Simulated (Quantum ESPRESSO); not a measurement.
Write the native input for Quantum ESPRESSO 7.5 that does the following.

- Task: band structure
- Functional: PBE
- Potentials or basis: PseudoDojo 0.5 SR PBE standard
- Cutoff: 1225 eV
- Density cutoff: 4898 eV
- k mesh: 11 × 11 × 11
- Occupations: fermi-dirac, width 0.05 eV
- Spin: collinear spin, ferromagnetic start
- Starting moments: [3.0, 0.0] μB
- Mixing beta: 0.3
- Most SCF iterations: 120
- SCF threshold: 4e-10 Ry

Crystal: FeO (Wuestite).

```
Fe O
1.0
     0.00000    2.15540    2.15540
     2.15540    0.00000    2.15540
     2.15540    2.15540    0.00000
Fe O
1 1
Direct
  0.00000 0.00000 0.00000
  0.50000 0.50000 0.50000
```

The input as run:

pw.in

```
&CONTROL
  calculation = 'scf'
  prefix = 'pwscf'
  outdir = './tmp'
  pseudo_dir = './pseudo'
  tprnfor = .true.
  tstress = .true.
  disk_io = 'low'
/
&SYSTEM
  ibrav = 0
  nat = 2
  ntyp = 2
  ecutwfc = 90
  nbnd = 21
  occupations = 'smearing'
  smearing = 'fd'
  degauss = 0.00367493
  nspin = 2
  starting_magnetization(1) = 0.1875
  starting_magnetization(2) = 0
/
&ELECTRONS
  conv_thr = 4d-10
  electron_maxstep = 120
  mixing_beta = 0.3
/
ATOMIC_SPECIES
Fe    55.8450 Fe.upf
O     15.9990 O.upf
CELL_PARAMETERS angstrom
   0.0000000000    2.1554000000    2.1554000000
   2.1554000000    0.0000000000    2.1554000000
   2.1554000000    2.1554000000    0.0000000000
ATOMIC_POSITIONS crystal
Fe     0.0000000000    0.0000000000    0.0000000000
O      0.5000000000    0.5000000000    0.5000000000
K_POINTS automatic
11 11 11 0 0 0
```

bands.in

```
&CONTROL
  calculation = 'bands'
  prefix = 'pwscf'
  outdir = './tmp'
  pseudo_dir = './pseudo'
  disk_io = 'low'
  verbosity = 'high'
/
&SYSTEM
  ibrav = 0
  nat = 2
  ntyp = 2
  ecutwfc = 90
  nbnd = 21
  occupations = 'smearing'
  smearing = 'fd'
  degauss = 0.00367493
  nspin = 2
  starting_magnetization(1) = 0.1875
  starting_magnetization(2) = 0
/
&ELECTRONS
  conv_thr = 1d-08
  electron_maxstep = 120
  mixing_beta = 0.3
  diago_full_acc = .true.
  startingwfc = 'random'
/
ATOMIC_SPECIES
Fe    55.8450 Fe.upf
O     15.9990 O.upf
CELL_PARAMETERS angstrom
   0.0000000000    2.1554000000    2.1554000000
   2.1554000000    0.0000000000    2.1554000000
   2.1554000000    2.1554000000    0.0000000000
ATOMIC_POSITIONS crystal
Fe     0.0000000000    0.0000000000    0.0000000000
O      0.5000000000    0.5000000000    0.5000000000
K_POINTS crystal
60
 0.0000000000  0.0000000000  0.0000000000 1
 0.0625000000  0.0000000000  0.0625000000 1
 0.1250000000  0.0000000000  0.1250000000 1
 0.1875000000  0.0000000000  0.1875000000 1
 0.2500000000  0.0000000000  0.2500000000 1
 0.3125000000  0.0000000000  0.3125000000 1
 0.3750000000  0.0000000000  0.3750000000 1
 0.4375000000  0.0000000000  0.4375000000 1
 0.5000000000  0.0000000000  0.5000000000 1
 0.5000000000  0.0625000000  0.5625000000 1
 0.5000000000  0.1250000000  0.6250000000 1
 0.5000000000  0.1875000000  0.6875000000 1
 0.5000000000  0.2500000000  0.7500000000 1
 0.4375000000  0.3125000000  0.7500000000 1
 0.3750000000  0.3750000000  0.7500000000 1
 0.3375000000  0.3375000000  0.6750000000 1
 0.3000000000  0.3000000000  0.6000000000 1
 0.2625000000  0.2625000000  0.5250000000 1
 0.2250000000  0.2250000000  0.4500000000 1
 0.1875000000  0.1875000000  0.3750000000 1
 0.1500000000  0.1500000000  0.3000000000 1
 0.1125000000  0.1125000000  0.2250000000 1
 0.0750000000  0.0750000000  0.1500000000 1
 0.0375000000  0.0375000000  0.0750000000 1
 0.0000000000  0.0000000000  0.0000000000 1
 0.0625000000  0.0625000000  0.0625000000 1
 0.1250000000  0.1250000000  0.1250000000 1
 0.1875000000  0.1875000000  0.1875000000 1
 0.2500000000  0.2500000000  0.2500000000 1
 0.3125000000  0.3125000000  0.3125000000 1
 0.3750000000  0.3750000000  0.3750000000 1
 0.4375000000  0.4375000000  0.4375000000 1
 0.5000000000  0.5000000000  0.5000000000 1
 0.5250000000  0.4500000000  0.5250000000 1
 0.5500000000  0.4000000000  0.5500000000 1
 0.5750000000  0.3500000000  0.5750000000 1
 0.6000000000  0.3000000000  0.6000000000 1
 0.6250000000  0.2500000000  0.6250000000 1
 0.5833333333  0.2500000000  0.6666666667 1
 0.5416666667  0.2500000000  0.7083333333 1
 0.5000000000  0.2500000000  0.7500000000 1
 0.5000000000  0.2857142857  0.7142857143 1
 0.5000000000  0.3214285714  0.6785714286 1
 0.5000000000  0.3571428571  0.6428571429 1
 0.5000000000  0.3928571429  0.6071428571 1
 0.5000000000  0.4285714286  0.5714285714 1
 0.5000000000  0.4642857143  0.5357142857 1
 0.5000000000  0.5000000000  0.5000000000 1
 0.4821428571  0.4821428571  0.5357142857 1
 0.4642857143  0.4642857143  0.5714285714 1
 0.4464285714  0.4464285714  0.6071428571 1
 0.4285714286  0.4285714286  0.6428571429 1
 0.4107142857  0.4107142857  0.6785714286 1
 0.3928571429  0.3928571429  0.7142857143 1
 0.3750000000  0.3750000000  0.7500000000 1
 0.6250000000  0.2500000000  0.6250000000 1
 0.5937500000  0.1875000000  0.5937500000 1
 0.5625000000  0.1250000000  0.5625000000 1
 0.5312500000  0.0625000000  0.5312500000 1
 0.5000000000  0.0000000000  0.5000000000 1
```

Potentials or basis: PseudoDojo 0.5 SR PBE standard.

Launch:

```sh
$ OMP_NUM_THREADS=1 pw.x -in pw.in > pw.out
$ OMP_NUM_THREADS=1 pw.x -in bands.in > bands.out
```

Results of the run:

```
Pressure                                              : -1.0 GPa
Band gap on the k mesh                                : none (metal or under the smearing width)
Net moment                                            : 4.00 μB per cell
Absolute moment                                       : 4.02 μB per cell
Site moments                                          : Fe +3.47; O +0.32 μB
Valence electrons inside the program's atomic spheres : Fe 13.54; O 5.84
```

Caveat: a cell with one magnetic atom can't hold antiferromagnetic order, which such compounds often take; semilocal functionals often make such compounds metallic where correlation or magnetic order opens a gap, which also shifts bond lengths.

Wall time 110 s on 1 thread of Arm Neoverse V2 (shared host), peak memory 0.12 GiB.
